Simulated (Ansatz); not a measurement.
Ge, 4 atoms in the cell. Symmetry: P6_3mc, No. 186, hexagonal system. The conventional cell has a = 4.050 Å, b = 4.050 Å, c = 10.993 Å, α = 90.00°, β = 90.00°, γ = 120.00°. Ge (site symmetry 3m) has 3 Ge at 2.44 Å as nearest neighbours. Ge (site symmetry 3m) has 3 Ge at 2.44 Å as nearest neighbours. This isn't the form of Ge at room conditions, which is diamond.

- Program: Ansatz 0.2.0
- Task: band structure
- Functional: PBEsol
- Potentials or basis: all-electron LAPW, scalar-relativistic
- Cutoff: 296 eV (chosen from the basis error)
- Basis error allowed: 0.002 eV/atom
- k mesh: 8 × 8 × 3
- Occupations: fermi-dirac, width 0.05 eV
- Spin: no spin polarisation

Potentials or basis: all-electron LAPW, scalar-relativistic.

The run is started by

```sh
$ ansatz run input.yaml --threads 2 --pin off --max-ram 8192MiB --backend cpu --events-out ev --progress --plain --runs-dir out
```

Hardware: 2 threads of Arm Neoverse V2, with other jobs on the host.

Q: Estimate the wall time of this run.

A: It took 72 s on 2 threads of Arm Neoverse V2, on a shared host, peak memory 0.49 GiB. Counts: scf iterations 9, plane waves 1807, k points 20, bands 53.
